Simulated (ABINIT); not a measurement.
# HgTe (Coloradoite) (F-43m) in ABINIT: further runs

The runs below take HgTe (Coloradoite) through equation of state, with LDA-PZ, PBEsol.

Everything below comes from runs of ABINIT 10.8.3 (patched build). Logs are shortened: lines on timing, memory, paths and dates and some standing lists are left out, and cuts for length are marked. The log counts tension as positive stress, the text compression.

**What was measured.**

A printed reference work, monograph reports, for a bulk crystal of HgTe: bulk modulus 43 GPa.

The results are compared with them further down.

## (1) The crystal as given

Symmetry: F-43m, No. 216, cubic system. The conventional cell has a = 6.429 Å, b = 6.429 Å, c = 6.429 Å, α = 90.00°, β = 90.00°, γ = 90.00°. Hg (site symmetry -43m) is surrounded by 4 Te at 2.78 Å. Te (site symmetry -43m) has 4 Hg at 2.78 Å as nearest neighbours.

## (2) Equation of state, LDA-PZ

The input, run.abi:

```
# Datasets: one volume each
ndtset 7
getwfk -1
scalecart1 3*0.9795861087
scalecart2 3*0.9864848297
scalecart3 3*0.9932883884
scalecart4 3*1.0000000000
scalecart5 3*1.0066227096
scalecart6 3*1.0131594038
scalecart7 3*1.0196128224

# Pseudopotentials
pp_dirpath "./"
pseudos "Hg.LDA_PW-JTH.xml, Te.LDA_PW-JTH.xml"

# Structure
acell 4.5459894962 4.5459894962 4.5459894962 Angstrom
rprim
     0.0000000000     0.7071067812     0.7071067812
     0.7071067812     0.0000000000     0.7071067812
     0.7071067812     0.7071067812     0.0000000000
ntypat 2
znucl 80 52
natom 2
typat 1 2
xred
     0.0000000000     0.0000000000     0.0000000000
     0.7500000000     0.7500000000     0.7500000000

# Plane-wave basis
ecut 544.227725 eV
pawecutdg 40.0

# k points
kptopt 1
ngkpt 7 7 7
nshiftk 1
shiftk 0.0 0.0 0.0

# Exchange and correlation
ixc 2

# Bands and occupations
nband 13
occopt 3
tsmear 0.00183747

# SCF cycle
nstep 100
tolvrs 1.0e-9

# Output
iomode 3
prtwf 1
prtden 0
prteig 0
prtebands 0
enunit 1
```

Potentials or basis: JTH PAW LDA v2.0.

On the command line:

```sh
abinit run.abi > log 2>&1
```

run.abo:

```text
.Version 10.8.3 of ABINIT
 DATASET    1 : space group F-4 3 m (#216); Bravais cF (face-center cubic)
================================================================================
 Values of the parameters that define the memory need for DATASET  1.
     intxc =       0    ionmov =       0      iscf =      17    lmnmax =      18
     lnmax =       6     mgfft =      36  mpssoang =       3    mqgrid =    3001
     natom =       2  nloc_mem =       2    nspden =       1   nspinor =       1
    nsppol =       1      nsym =      24    n1xccc =       1    ntypat =       2
    occopt =       3   xclevel =       1
       mpw =        1823          nfft =       46656          nkpt =          20
 PAW method is used; the additional fine FFT grid is defined by:
   mgfftf=        48    nfftf =    110592
================================================================================
================================================================================
[... 71 lines left out ...]
 DATASET    7 : space group F-4 3 m (#216); Bravais cF (face-center cubic)
================================================================================
 Values of the parameters that define the memory need for DATASET  7.
     intxc =       0    ionmov =       0      iscf =      17    lmnmax =      18
     lnmax =       6     mgfft =      36  mpssoang =       3    mqgrid =    3001
     natom =       2  nloc_mem =       2    nspden =       1   nspinor =       1
    nsppol =       1      nsym =      24    n1xccc =       1    ntypat =       2
    occopt =       3   xclevel =       1
       mpw =        2048          nfft =       46656          nkpt =          20
 PAW method is used; the additional fine FFT grid is defined by:
   mgfftf=        50    nfftf =    125000
================================================================================
================================================================================

--------------------------------------------------------------------------------
------------- Echo of variables that govern the present computation ------------
--------------------------------------------------------------------------------
 -outvars: echo values of preprocessed input variables --------
            acell      8.5906751191E+00  8.5906751191E+00  8.5906751191E+00 Bohr
              amu      2.00590000E+02  1.27600000E+02
             ecut      2.00000000E+01 Hartree
           enunit           1
           getwfk          -1
              ixc           2
           jdtset        1    2    3    4    5    6    7
         kptrlatt        7    0    0      0    7    0      0    0    7
          kptrlen1     5.89071421E+01
          kptrlen2     5.93219948E+01
          kptrlen3     5.97311249E+01
          kptrlen4     6.01347258E+01
          kptrlen5     6.05329807E+01
          kptrlen6     6.09260630E+01
          kptrlen7     6.13141375E+01
            natom           2
            nband          13
[... 80 lines left out ...]
 chkinp: Checking input parameters for consistency, jdtset=   2.
[... 40 lines left out ...]
 getcut: wavevector=  0.0000  0.0000  0.0000  ngfft=  48  48  48
         ecut(hartree)=     40.000   => boxcut(ratio)=   2.00344

--- Pseudopotential description ------------------------------------------------
- pspini: atom type   1  psp file is ./Hg.LDA_PW-JTH.xml
 Pseudopotential format is: paw10
 basis_size (lnmax)=  6 (lmn_size= 18), orbitals=   0   0   1   1   2   2
 Spheres core radius: rc_sph= 2.40020299
 Shapefunction is SIN type: shapef(r)=[sin(pi*r/rshp)/(pi*r/rshp)]**2
 Radius for shape functions =  2.25617906
 Compensation charge density is not taken into account in XC energy/potential

- pspini: atom type   2  psp file is ./Te.LDA_PW-JTH.xml
 Pseudopotential format is: paw10
 basis_size (lnmax)=  4 (lmn_size=  8), orbitals=   0   0   1   1
 Spheres core radius: rc_sph= 2.31107438
 Shapefunction is SIN type: shapef(r)=[sin(pi*r/rshp)/(pi*r/rshp)]**2
 Radius for shape functions =  2.10488624
 Compensation charge density is not taken into account in XC energy/potential

   2.71205293E+03                                ecore*ucvol(ha*bohr**3)
--------------------------------------------------------------------------------

================================================================================

--- !BeginCycle
iteration_state: {dtset: 1, }
solver: {iscf: 17, nstep: 100, nline: 4, wfoptalg: 10, }
tolerances: {tolvrs: 1.00E-09, }
...
[... 1263 lines left out ...]
-Cartesian components of stress tensor (GPa)         [Pressure= -2.1283E+00 GPa]
- sigma(1 1)=  2.12828784E+00  sigma(3 2)=  0.00000000E+00
- sigma(2 2)=  2.12828784E+00  sigma(3 1)=  0.00000000E+00
- sigma(3 3)=  2.12828784E+00  sigma(2 1)=  0.00000000E+00

== END DATASET(S) ==============================================================
================================================================================

 -outvars: echo values of variables after computation  --------
            acell      8.5906751191E+00  8.5906751191E+00  8.5906751191E+00 Bohr
           etotal1    -5.0823745399E+01
           etotal2    -5.0824777160E+01
           etotal3    -5.0825419330E+01
           etotal4    -5.0825715706E+01
           etotal5    -5.0825707576E+01
           etotal6    -5.0825426112E+01
           etotal7    -5.0824904418E+01
            fcart1     3.5352021329E-31 -9.8121570116E-48 -3.5352021329E-31
                      -3.5352021329E-31  9.8121570116E-48  3.5352021329E-31
            fcart2    -0.0000000000E+00 -0.0000000000E+00 -0.0000000000E+00
                      -0.0000000000E+00 -0.0000000000E+00 -0.0000000000E+00
            fcart3     8.7160862376E-32  1.2300148444E-48 -8.7160862376E-32
                      -8.7160862376E-32 -1.2300148444E-48  8.7160862376E-32
            fcart4    -8.6575872521E-32  2.4029631762E-48  8.6575872521E-32
                       8.6575872521E-32 -2.4029631762E-48 -8.6575872521E-32
            fcart5    -0.0000000000E+00 -0.0000000000E+00 -0.0000000000E+00
                      -0.0000000000E+00 -0.0000000000E+00 -0.0000000000E+00
[... 38 lines left out ...]
                       0.0000000000E+00  0.0000000000E+00  0.0000000000E+00
           xangst1     0.0000000000E+00  0.0000000000E+00  0.0000000000E+00
                       4.7233193197E+00  4.7233193197E+00  4.7233193197E+00
           xangst2     0.0000000000E+00  0.0000000000E+00  0.0000000000E+00
                       4.7565832276E+00  4.7565832276E+00  4.7565832276E+00
           xangst3     0.0000000000E+00  0.0000000000E+00  0.0000000000E+00
                       4.7893882868E+00  4.7893882868E+00  4.7893882868E+00
           xangst4     0.0000000000E+00  0.0000000000E+00  0.0000000000E+00
                       4.8217500000E+00  4.8217500000E+00  4.8217500000E+00
           xangst5     0.0000000000E+00  0.0000000000E+00  0.0000000000E+00
                       4.8536830501E+00  4.8536830501E+00  4.8536830501E+00
           xangst6     0.0000000000E+00  0.0000000000E+00  0.0000000000E+00
                       4.8852013553E+00  4.8852013553E+00  4.8852013553E+00
           xangst7     0.0000000000E+00  0.0000000000E+00  0.0000000000E+00
                       4.9163181264E+00  4.9163181264E+00  4.9163181264E+00
             xred      0.0000000000E+00  0.0000000000E+00  0.0000000000E+00
                       7.5000000000E-01  7.5000000000E-01  7.5000000000E-01
 Calculation completed.
```

Wall time 4.8 min (1 thread of Arm Neoverse N1, shared host); peak memory 0.15 GiB.

What came out:

| Property | Result |
| --- | --- |
| Equilibrium volume | 33.52 Å³/atom |
| Bulk modulus | 48 GPa |
| Pressure derivative of the bulk modulus | 5.0 |

Energy against volume, from the lowest point:
| volume (Å³/atom) | energy (meV/atom) |
| --- | --- |
| 31.223 | 26.81 |
| 31.887 | 12.77 |
| 32.551 | 4.03 |
| 33.215 | 0.00 |
| 33.880 | 0.11 |
| 34.544 | 3.94 |
| 35.208 | 11.04 |

Caveat: pressures at fixed basis lie under the slope of the energies. Spin-orbit coupling is left out, which matters for the levels of Hg, Te.

## (3) Equation of state, PBEsol

The input, run.abi:

```
ndtset 7
getwfk -1
scalecart1 3*0.9795861087
scalecart2 3*0.9864848297
scalecart3 3*0.9932883884
scalecart4 3*1.0000000000
scalecart5 3*1.0066227096
scalecart6 3*1.0131594038
scalecart7 3*1.0196128224

pp_dirpath "./"
pseudos "Hg.GGA_PBE-JTH.xml, Te.GGA_PBE-JTH.xml"

acell 8.5906751133 8.5906751133 8.5906751133
rprim
     0.0000000000     0.7071067812     0.7071067812
     0.7071067812     0.0000000000     0.7071067812
     0.7071067812     0.7071067812     0.0000000000
ntypat 2
znucl 80 52
natom 2
typat 1 2
xred
     0.0000000000     0.0000000000     0.0000000000
     0.7500000000     0.7500000000     0.7500000000

ecut 15.0
pawecutdg 30.0

kptopt 1
ngkpt 7 7 7
nshiftk 1
shiftk 0.0 0.0 0.0

ixc -116133

nband 13
occopt 3
tsmear 0.00183747

nstep 100
tolvrs 1.0e-9

iomode 3
prtwf 1
prtden 0
prteig 0
prtebands 0
enunit 2
```

Potentials or basis: JTH PAW PBE v2.0.

On the command line:

```sh
abinit run.abi > log 2>&1
```

run.abo:

```text
.Version 10.8.3 of ABINIT
 DATASET    1 : space group F-4 3 m (#216); Bravais cF (face-center cubic)
================================================================================
 Values of the parameters that define the memory need for DATASET  1.
     intxc =       0    ionmov =       0      iscf =      17    lmnmax =      18
     lnmax =       6     mgfft =      30  mpssoang =       3    mqgrid =    3001
     natom =       2  nloc_mem =       2    nspden =       1   nspinor =       1
    nsppol =       1      nsym =      24    n1xccc =       1    ntypat =       2
    occopt =       3   xclevel =       2
       mpw =        1185          nfft =       27000          nkpt =          20
 PAW method is used; the additional fine FFT grid is defined by:
   mgfftf=        45    nfftf =     91125
================================================================================
================================================================================
[... 71 lines left out ...]
 DATASET    7 : space group F-4 3 m (#216); Bravais cF (face-center cubic)
================================================================================
 Values of the parameters that define the memory need for DATASET  7.
     intxc =       0    ionmov =       0      iscf =      17    lmnmax =      18
     lnmax =       6     mgfft =      32  mpssoang =       3    mqgrid =    3001
     natom =       2  nloc_mem =       2    nspden =       1   nspinor =       1
    nsppol =       1      nsym =      24    n1xccc =       1    ntypat =       2
    occopt =       3   xclevel =       2
       mpw =        1329          nfft =       32768          nkpt =          20
 PAW method is used; the additional fine FFT grid is defined by:
[... 1497 lines left out ...]
            acell      8.5906751133E+00  8.5906751133E+00  8.5906751133E+00 Bohr
           etotal1    -5.0597559470E+01
           etotal2    -5.0599158686E+01
           etotal3    -5.0600335582E+01
           etotal4    -5.0601149829E+01
           etotal5    -5.0601645578E+01
           etotal6    -5.0601859886E+01
           etotal7    -5.0601818614E+01
            fcart1     1.1312646833E-29  1.1312646833E-29 -3.3937940499E-29
                      -1.1312646833E-29 -1.1312646833E-29  3.3937940499E-29
            fcart2     7.0209592665E-31  7.0209592665E-31 -2.1062877799E-30
                      -7.0209592665E-31 -7.0209592665E-31  2.1062877799E-30
            fcart3     5.5782951958E-30 -3.8053922087E-47 -5.5782951958E-30
                      -5.5782951958E-30  3.8053922087E-47  5.5782951958E-30
            fcart4    -1.1774318671E-29 -6.9260698063E-31  1.3159532632E-29
                       1.1774318671E-29  6.9260698063E-31 -1.3159532632E-29
            fcart5    -1.7201255595E-31  1.1250927527E-48  1.7201255595E-31
                       1.7201255595E-31 -1.1250927527E-48 -1.7201255595E-31
[... 38 lines left out ...]
                       0.0000000000E+00  0.0000000000E+00  0.0000000000E+00
           xangst1     0.0000000000E+00  0.0000000000E+00  0.0000000000E+00
                       4.7233193165E+00  4.7233193165E+00  4.7233193165E+00
           xangst2     0.0000000000E+00  0.0000000000E+00  0.0000000000E+00
                       4.7565832245E+00  4.7565832245E+00  4.7565832245E+00
           xangst3     0.0000000000E+00  0.0000000000E+00  0.0000000000E+00
                       4.7893882836E+00  4.7893882836E+00  4.7893882836E+00
           xangst4     0.0000000000E+00  0.0000000000E+00  0.0000000000E+00
                       4.8217499968E+00  4.8217499968E+00  4.8217499968E+00
           xangst5     0.0000000000E+00  0.0000000000E+00  0.0000000000E+00
                       4.8536830468E+00  4.8536830468E+00  4.8536830468E+00
           xangst6     0.0000000000E+00  0.0000000000E+00  0.0000000000E+00
                       4.8852013520E+00  4.8852013520E+00  4.8852013520E+00
           xangst7     0.0000000000E+00  0.0000000000E+00  0.0000000000E+00
                       4.9163181231E+00  4.9163181231E+00  4.9163181231E+00
             xred      0.0000000000E+00  0.0000000000E+00  0.0000000000E+00
                       7.5000000000E-01  7.5000000000E-01  7.5000000000E-01
 Calculation completed.
```

Run time: 4.6 min. Hardware: 1 thread of Arm Neoverse N1, shared host; peak memory 0.14 GiB.

Results:

| Quantity | Value |
| --- | --- |
| Equilibrium volume | 34.77 Å³/atom |
| Bulk modulus | 41 GPa |
| Pressure derivative of the bulk modulus | 5.7 (rough: it moves with the points fitted) |

Energy against volume, from the lowest point:
```csv
volume (Å³/atom),energy (meV/atom)
31.223,58.51
31.887,36.75
32.551,20.74
33.215,9.66
33.880,2.92
34.544,0.00
35.208,0.56
```

Caveat: the cutoff is too short for stress, so the log's stress isn't used; pressures at fixed basis lie under the slope of the energies; the PAW data sets were made with another functional, which shifts forces and pressure a little.

## (4) Comparison with measurements

Step 2. A measured bulk modulus of HgTe is 43 GPa (a printed reference work, monograph); the calculated 48 GPa misses it by +11.4 %. The fit is for a static lattice scaled at fixed shape and fixed fractional positions.

Step 3. A measured bulk modulus of HgTe is 43 GPa (a printed reference work, monograph); the calculated 41 GPa misses it by -5.0 %. The fit is for a static lattice scaled at fixed shape and fixed fractional positions.
